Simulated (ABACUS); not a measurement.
A run of ABACUS 3.10.1 is set up as follows.

The input run_abacus.py:

```python
"""ABACUS run from a structure file: ASE reads it, the script writes STRU, KPT and INPUT."""
import re
import subprocess
from ase.io import read
from ase.units import Bohr

atoms = read("POSCAR")
atoms = atoms[(-atoms.numbers).argsort(kind="stable")]  # ABACUS lists atoms element by element
pseudo = {'N': 'N_ONCV_PBE-1.2.upf', 'B': 'B_ONCV_PBE-1.2.upf'}
orbital = {}
magmoms = None
kmesh = [8, 8, 8]
params = {
    'suffix': 'BN',
    'calculation': 'scf',
    'basis_type': 'pw',
    'pseudo_dir': './',
    'symmetry': 1,
    'dft_functional': 'MGGA_X_MS2+GGA_C_REGTPSS',
    'ecutwfc': 97,
    'pseudo_rcut': 10,
    'nspin': 1,
    'nbands': 14,
    'ks_solver': 'dav',
    'smearing_method': 'fd',
    'smearing_sigma': 0.00367493,
    'scf_thr': 1e-08,
    'scf_nmax': 100,
    'mixing_type': 'broyden',
    'mixing_beta': 0.7,
    'cal_force': 1,
    'cal_stress': 1,
    'mixing_tau': 1,
    'out_chg': 1,
    'kpar': 4,
}

symbols = atoms.get_chemical_symbols()
elements = list(dict.fromkeys(symbols))
lines = ["ATOMIC_SPECIES"] + [f"{e} {atoms.get_masses()[symbols.index(e)]:.4f} {pseudo[e]}" for e in elements]
if orbital:
    lines += ["", "NUMERICAL_ORBITAL"] + [orbital[e] for e in elements]
lines += ["", "LATTICE_CONSTANT", f"{1 / Bohr:.10f}", "", "LATTICE_VECTORS"]
lines += [" ".join(f"{x:.10f}" for x in v) for v in atoms.cell]
lines += ["", "ATOMIC_POSITIONS", "Direct"]
for e in elements:
    lines += ["", e, "0.0", str(symbols.count(e))]
    for i, p in enumerate(atoms.get_scaled_positions(wrap=False)):
        if symbols[i] == e:
            mag = "" if magmoms is None else " mag " + " ".join(str(x) for x in (magmoms[i] if isinstance(magmoms[i], list) else [magmoms[i]]))
            lines.append(" ".join(f"{x:.10f}" for x in p) + " 1 1 1" + mag)
open("STRU", "w").write("\n".join(lines) + "\n")
open("KPT", "w").write("K_POINTS\n0\nGamma\n%d %d %d 0 0 0\n" % tuple(kmesh))
open("INPUT", "w").write("INPUT_PARAMETERS\n" + "".join(f"{k:<20s}{v}\n" for k, v in params.items()))

done = subprocess.run(['mpirun', '-np', '4', 'abacus'])
if done.returncode:
    raise SystemExit(done.returncode)
log = open("OUT.BN/running_scf.log").read()
print("final energy (eV):", re.findall(r"FINAL_ETOT_IS (\S+)", log))
```

The input POSCAR:

```
BN
1.0
    1.2511217832      0.7223354983      3.3729344033
   -1.2511217832      0.7223354983      3.3729344033
    0.0000000000     -1.4446709966      3.3729344033
N B
1 1
Direct
    0.6672382000      0.6672382000      0.6672382000
    0.0003288000      0.0003288000      0.0003288000
```

Potentials or basis: SG15 ONCV 1.2 PBE, plane waves.

Command:

```console
$ OMP_NUM_THREADS=1 python run_abacus.py > log
```

What does it give for the pressure?

105.7 GPa.

What does it give for the band gap on the k mesh?

4.78 eV, indirect (least direct gap 5.61 eV).

Stress tensor (GPa, compression positive):
```
116.85   0.00   0.00
  0.00 116.85   0.00
  0.00   0.00  83.54
```

Caveat: a pressure of tens of GPa on the cell as given is suspect, and the run, the potentials or the cell itself is likely at fault; the potentials were made for another functional, which shifts forces and pressure. A k mesh can miss the band edges.
